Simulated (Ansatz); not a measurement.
The system is HfO2.

```
CELL_PARAMETERS angstrom
5.55640 0.00000 0.00000
0.00000 3.33360 0.00000
0.00000 0.00000 6.50500
ATOMIC_POSITIONS crystal
Hf 0.74868 0.75000 0.60787
Hf 0.25132 0.25000 0.39213
Hf 0.24868 0.75000 0.89213
Hf 0.75132 0.25000 0.10787
O 0.63950 0.25000 0.42340
O 0.36050 0.75000 0.57660
O 0.13950 0.25000 0.07660
O 0.86050 0.75000 0.92340
O 0.52079 0.25000 0.84145
O 0.47921 0.75000 0.15855
O 0.02079 0.25000 0.65855
O 0.97921 0.75000 0.34145
```

Measurements of this composition are mostly on another form, of space group No. 14.

| Property | Result |
| --- | --- |
| Program | Ansatz 0.2.0 |
| Task | relaxation of cell and atoms |
| Functional | revPBE |
| Potentials or basis | Ansatz PAW |
| Cutoff | 420 eV (not typed: the program's choice for these potentials) |
| k mesh | 5 × 8 × 4 |
| Occupations | fermi-dirac, width 0.05 eV |
| Spin | no spin polarisation |

At the start: volume 10.04 Å³/atom.

Problem. How do energy, volume and symmetry change on relaxing?

Solution. It ends after 9 steps and the volume is 10.37 Å³/atom (+3.3 %); space group Pnma (No. 62, to 0.05 Å).

Step by step:
| step | energy change (eV) | largest force (eV/Å) | volume (Å³) |
| --- | --- | --- | --- |
| 1 | 0.0000 | 0.0921 | 120.49 |
| 2 | -0.0451 | 0.1735 | 124.69 |
| 3 | -0.0554 | 0.1259 | 123.92 |
| 4 | -0.0577 | 0.0486 | 123.86 |
| 5 | -0.0588 | 0.0209 | 124.12 |
| 6 | -0.0585 | 0.0036 | 124.19 |
| 7 | -0.0816 | 0.0036 | 124.19 |
| 8 | -0.0807 | 0.0013 | 124.41 |
| 9 | -0.0816 | 0.0013 | 124.41 |

Final structure:
```xyz
12
Lattice="5.5915 0.0000 0.0000 0.0000 3.3802 0.0000 0.0000 0.0000 6.5825" Properties=species:S:1:pos:R:3 pbc="T T T"
Hf    4.1992    2.5351    3.9804
Hf    1.3923    0.8450    2.6021
Hf    1.4034    2.5351    5.8934
Hf    4.1880    0.8450    0.6891
O     3.5702    0.8450    2.7718
O     2.0213    2.5351    3.8107
O     0.7745    0.8450    0.5195
O     4.8170    2.5351    6.0630
O     2.8938    0.8450    5.5523
O     2.6976    2.5351    1.0302
O     0.0981    0.8450    4.3215
O     5.4934    2.5351    2.2610
```

Caveat: the plane-wave basis is chosen anew once the cell has moved, so the energies of steps on either side of that aren't comparable; the pressure holds a Pulay correction of +0.8 GPa for the finite cutoff; the PAW data sets come from PBE, with cores solved anew for the run's functional, which leaves a small shift of forces and pressure.
